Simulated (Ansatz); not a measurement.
A 2-atom cell of BaTe started from a crystallographic database (r2SCAN geometry), in Ansatz:

```cif
data_structure
_symmetry_space_group_name_H-M 'Fm-3m'
_symmetry_Int_Tables_number 225
_cell_length_a 7.0648
_cell_length_b 7.0648
_cell_length_c 7.0648
_cell_angle_alpha 90.000
_cell_angle_beta 90.000
_cell_angle_gamma 90.000
_cell_volume 352.61
loop_
_atom_site_label
_atom_site_type_symbol
_atom_site_symmetry_multiplicity
_atom_site_Wyckoff_symbol
_atom_site_fract_x
_atom_site_fract_y
_atom_site_fract_z
_atom_site_occupancy
Ba1 Ba 4 a 0.00000 0.00000 0.00000 1
Te1 Te 4 b 0.50000 0.00000 0.00000 1
```

G0W0@PBE with 483 empty bands, a screening cutoff of 180 eV and a 4×4×4 mesh (PAW, contour deformation) gives 2.705 eV over the mesh points, from a PBE gap of 1.650 eV; it sums over 496 bands with 531 plane waves in the screening and a wave cutoff of 420 eV. G0W0 here is at a finite number of bands, screening cutoff and k mesh, not at the basis limit. No spin polarisation and no zero-point or thermal motion.

Problem. Estimate the gap with starting point HSE06.

Solution. 3.064 eV (+0.359 eV), from a Kohn-Sham gap of 2.347 eV.

Problem. Another run gave a Kohn-Sham gap of 1.652 eV and a G0W0 gap of 2.687 eV, summing over 496 bands with 531 plane waves in the screening and a wave cutoff of 1120 eV. What was changed?

Solution. Potentials of the kind norm-conserving, with them a wave cutoff of 1120 eV. The wave cutoff gives it away.

Problem. Estimate the gap with empty bands 200, screening cutoff 100 eV.

Solution. 2.609 eV (-0.096 eV), from a Kohn-Sham gap of 1.650 eV.

Problem. Another run gave a Kohn-Sham gap of 2.000 eV and a G0W0 gap of 2.926 eV, summing over 496 bands with 531 plane waves in the screening and a wave cutoff of 500 eV. What was changed?

Solution. Starting point r2SCAN, with them a wave cutoff of 500 eV. The Kohn-Sham gap has moved while bands and screening basis stay; the higher wave cutoff is that of a meta-GGA.

Spin-orbit coupling is left out, which matters wherever the heavy atoms make up the band edges.
